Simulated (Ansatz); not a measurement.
**Pd under changes of volume**

One of the cells (15.547 Å³/atom); the others are scaled copies at fixed shape and fractional positions:

```xyz
1
Lattice="-1.5723 1.5723 1.5723 1.5723 -1.5723 1.5723 1.5723 1.5723 -1.5723" Properties=species:S:1:pos:R:3 pbc="T T T"
Pd    0.0000    0.0000    0.0000
```

This isn't the form of Pd at room conditions, which is fcc.

* Program: Ansatz 0.2.0
* Functional: LDA
* Potentials or basis: Ansatz PAW
* Cutoff: 420 eV (not typed: the program's choice for these potentials)
* k mesh: 12 × 12 × 12
* Occupations: fermi-dirac, width 0.05 eV
* Spin: no spin polarisation

```tsv
volume (Å³/atom)	energy over the lowest point (meV/atom)	pressure (GPa)
14.614	0.00	-5.2
14.925	14.16	-9.1
15.236	?	?
15.547	62.41	-15.3
15.858	94.77	-17.8
16.169	131.62	-19.9
16.480	172.33	-21.8
```

Task: What does the run at 15.236 Å³/atom give?

Result: Energy over the lowest point 35.27 meV/atom; pressure -12.4 GPa.

Worked out: A Birch-Murnaghan fit of order 3 (a polynomial in V^(-2/3)) to the other rows has its minimum at 14.25 Å³/atom, just outside them, with B0 = V·E''(V) = 224 GPa and B' = 5.5. It gives 35.27 meV/atom at 15.236 Å³/atom, against the run's 35.27, and -dE/dV = -12.5 GPa, against -12.4.

Energies are extrapolated to zero smearing.

Caveats: the PAW data sets come from PBE, with cores solved anew for the run's functional, which leaves a small shift of forces and pressure.
